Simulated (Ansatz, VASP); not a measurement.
Pd in VASP and in Ansatz

```
Pd
1.0
     0.00000    3.06350    3.06350
     3.06350    0.00000    3.06350
     3.06350    3.06350    0.00000
Pd
2
Direct
  0.12500 0.12500 0.12500
  0.87500 0.87500 0.87500
```

Alike in both runs: task single point; functional RPBE; k mesh 10 × 10 × 10; occupations fermi-dirac, width 0.1 eV; no spin polarisation.

|  | VASP | Ansatz |
| --- | --- | --- |
| version | VASP 6.6.1 | Ansatz 0.2.0 |
| potentials or method | VASP PAW PBE potentials, release 64 (Pd) | plane waves (420 eV) with PAW, scalar-relativistic |
| plane-wave cutoff (eV) | 520 | 420 |
| valence electrons in the cell | 20 | 36 |

```tsv
	VASP	Ansatz	Ansatz less VASP
pressure (GPa)	-4.6	-4.5	+0.12
```

With one functional, cell and mesh, what is left measures potentials, basis and numerics. The two sets of potentials don't hold the same shells in valence.

Caveats: the PAW data sets were made with another functional, which shifts forces and pressure a little (VASP).
